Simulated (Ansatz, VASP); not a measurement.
# One calculation of ZrC, two programs

POSCAR

```
ZrC
1.0
    0.0000000000      2.3564331911      2.3564331911
    2.3564331911      0.0000000000      2.3564331911
    2.3564331911      2.3564331911      0.0000000000
Zr C
1 1
Direct
    0.0000000000      0.0000000000      0.0000000000
    0.5000000000      0.5000000000      0.5000000000
```

The input INCAR.step1:

```
ALGO     = Normal         # electronic algorithm
EDIFF    = 1E-4           # SCF threshold, eV
ENCUT    = 520            # plane-wave cutoff, eV
GGA      = PE             # functional
ISMEAR   = 0              # smearing method
LASPH    = True           # aspherical terms in the spheres
LCHARG   = False          # write CHGCAR
LREAL    = False          # projectors in reciprocal space
LWAVE    = True           # write WAVECAR
NBANDS   = 15             # bands
NELM     = 60             # most SCF steps
PREC     = Accurate       # precision mode
SIGMA    = 0.1            # smearing width, eV
```

Contents of INCAR.step2:

```
ALGO     = Normal         # electronic algorithm
EDIFF    = 1E-6           # SCF threshold, eV
ENCUT    = 520            # plane-wave cutoff, eV
ISIF     = 2              # what is computed and relaxed
ISMEAR   = 0              # smearing method
ISTART   = 1            
LASPH    = True           # aspherical terms in the spheres
LCHARG   = False          # write CHGCAR
LMIXTAU  = True         
LREAL    = False          # projectors in reciprocal space
LWAVE    = False          # write WAVECAR
METAGGA  = R2SCAN         # meta-GGA
NBANDS   = 15             # bands
NELM     = 60             # most SCF steps
PREC     = Accurate       # precision mode
SIGMA    = 0.1            # smearing width, eV
```

KPOINTS

```
k-points
0
Gamma
  6 6 6
```

Input for Ansatz:

```yaml
crystal:
  lattice:
    - [0.0, 2.3564331911, 2.3564331911]
    - [2.3564331911, 0.0, 2.3564331911]
    - [2.3564331911, 2.3564331911, 0.0]
  atoms:
    - { symbol: Zr, position: [0.0, 0.0, 0.0] }
    - { symbol: C, position: [0.5, 0.5, 0.5] }
basis:
  ecutwfc: 500
kpoints:
  mp_grid: { grid: [6, 6, 6] }
hamiltonian:
  xc: r2scan
scf:
  occupations: { method: gaussian, width: 0.1 }
  lower_state_search: "off"
output:
  forces: true
  stress: true
  eigenvalues: true
```

Alike in both runs: task single point; functional r2SCAN; k mesh 6 × 6 × 6; occupations gaussian, width 0.1 eV; no spin polarisation.

|  | VASP | Ansatz |
| --- | --- | --- |
| version | VASP 6.6.1 | Ansatz 0.2.0 |
| potentials or method | VASP PAW PBE potentials, release 64 (Zr_sv, C) | scalar-relativistic, plane waves, PAW |
| plane-wave cutoff (eV) | 520 | 500 |
| valence electrons in the cell | 16 | 16 |

VASP gave:

```
gap on the k mesh at the Fermi level (eV) : none
pressure (GPa)                            : 0.0
```

Task: Estimate Ansatz's values.

Result: gap on the k mesh at the Fermi level (eV): none; pressure (GPa): -0.2.

A gap of «none» marks a metal or a gap that the smearing closes.

Caveats: the k mesh is coarse (spacing up to 0.38 Å⁻¹), so the values aren't converged; the PAW data sets were made with another functional, which shifts forces and pressure a little (VASP).
